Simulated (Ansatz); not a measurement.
**What DFT gives for BaF2**

```yaml
crystal:
  lattice:
    - [0.00000, 3.13480, 3.13480]
    - [3.13480, 0.00000, 3.13480]
    - [3.13480, 3.13480, 0.00000]
  atoms:
    - { symbol: Ba, position: [0.00000, 0.00000, 0.00000] }
    - { symbol: F, position: [0.25000, 0.25000, 0.25000] }
    - { symbol: F, position: [0.75000, 0.75000, 0.75000] }
```

Method: r2SCAN, no spin polarisation; PAW, plane waves to 500 eV, 7×7×7 Γ-centred mesh, gaussian occupations (width 0.0108 eV) (Ansatz 0.2.0), atoms fixed.

Is the cell too large or too small?

The pressure is -2.0 GPa (compression positive), so with the atoms held at these fractions the cell would first shrink.

What is the formation energy?

-4.18 eV an atom against the elements' usual phases (free molecules for gases, crystals otherwise, with no correction for O₂ or N₂), so it is bound against them; other compounds may still compete. Relaxing would lower it.

Is there a gap, and of what kind?

The gap is 7.26 eV, indirect (the least direct gap found is 7.34 eV).

What do density and ELF say about some of the short contacts?

Ba–F at 2.71 Å: least valence density 0.18 e/Å³ and ELF 0.06 there, a closed-shell (ionic or weak) contact. F–F at 3.13 Å: least valence density 0.04 e/Å³ and ELF 0.02 there, a closed-shell (ionic or weak) contact. These are pseudo-fields; inside the PAW spheres they differ from the all-electron ones.

Origin: a database entry at a rescaled volume.
